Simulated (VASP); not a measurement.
Runs of VASP 6.6.1 on BaS. The structure is cubic, space group Fm-3m (No. 225). Conventional cell: a = 6.388 Å, b = 6.388 Å, c = 6.388 Å, α = 90.00°, β = 90.00°, γ = 90.00°. Ba (site symmetry m-3m) has 6 S at 3.19 Å as nearest neighbours. Around S (site symmetry m-3m) lie 6 Ba at 3.19 Å. 

| task | cell | k mesh | cutoff (eV) | smearing | gap on the mesh (eV) | pressure (GPa) |
| --- | --- | --- | --- | --- | --- | --- |
| single point | Fm-3m, 32.58 Å³/atom | 6 × 6 × 6 | 520 | gaussian 0.1 eV | 1.98 | (a) |
| single point | Fm-3m, 31.74 Å³/atom | 8 × 8 × 8 | 520 | gaussian 0.02 eV | 1.93 | 0.7 |
| relaxation of cell and atoms | relaxed | 8 × 8 × 8 | 600 | gaussian 0.02 eV | 1.96 | 0.0 |
| single point | Fm-3m, 31.74 Å³/atom | 8 × 8 × 8 | 520 | gaussian 0.05 eV | 1.93 | 0.7 |

Alike in all rows: level PBEsol; potentials or basis VASP PAW PBE potentials, release 64 (Ba_sv, S); no spin polarisation.

Problem. Fill in the values left out.

Solution. (a) -0.5.

Caveats: the PAW data sets were made with another functional, which shifts forces and pressure a little; spin-orbit coupling is left out, which moves the levels of the heavy elements.

A k mesh can miss the band edges, and the runs leave out spin-orbit coupling on Ba.
